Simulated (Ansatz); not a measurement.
# TePb: the cost of one run

Computed with Ansatz 0.2.0 (DFT PBE, scalar-relativistic, unless a step's input says otherwise).

## 1. The structure to begin with

The structure is cubic, space group Fm-3m (No. 225). The conventional cell has a = 6.454 Å, b = 6.454 Å, c = 6.454 Å, α = 90.00°, β = 90.00°, γ = 90.00°. Around Te (site symmetry m-3m) lie 6 Pb at 3.23 Å. Pb (site symmetry m-3m) has 6 Te at 3.23 Å in its first shell of neighbours.

Structure file:

```xyz
2
Lattice="0.0000 3.2270 3.2270 3.2270 0.0000 3.2270 3.2270 3.2270 0.0000" Properties=species:S:1:pos:R:3 pbc="T T T"
Te    3.2270    3.2270    3.2270
Pb    0.0000    0.0000    0.0000
```

Atoms are numbered in the order of the input: Te1, Pb2.

## 2. The deformed structure

Space group Fm-3m before, R-3m after.

## 3. Full-potential LAPW

input.yaml

```yaml
crystal:
  lattice:
    - [0.09681, 3.275405, 3.275405]
    - [3.275405, 0.09681, 3.275405]
    - [3.275405, 3.275405, 0.09681]
  atoms:
    - { symbol: Te, position: [0.5, 0.5, 0.5] }
    - { symbol: Pb, position: [0.0, 0.0, 0.0] }
kpoints:
  mp_grid: { grid: [10, 10, 10] }
scf:
  occupations: { method: fermi_dirac, width: 0.03 }
hamiltonian:
  xc: pbe
  pseudopotentials: { kind: all_electron, lapw: { basis_error: 0.0005 } }
output:
  forces: true
  stress: true
  eigenvalues: true
```

Command:

```sh
ansatz run input.yaml --threads 1 --pin off --max-ram 2048MiB --backend cpu --events-out ev --progress --plain --runs-dir out
```

What time and memory should one allow on 1 thread of Arm Neoverse V2, shared host?

About 38 s, with a peak of 0.59 GiB.
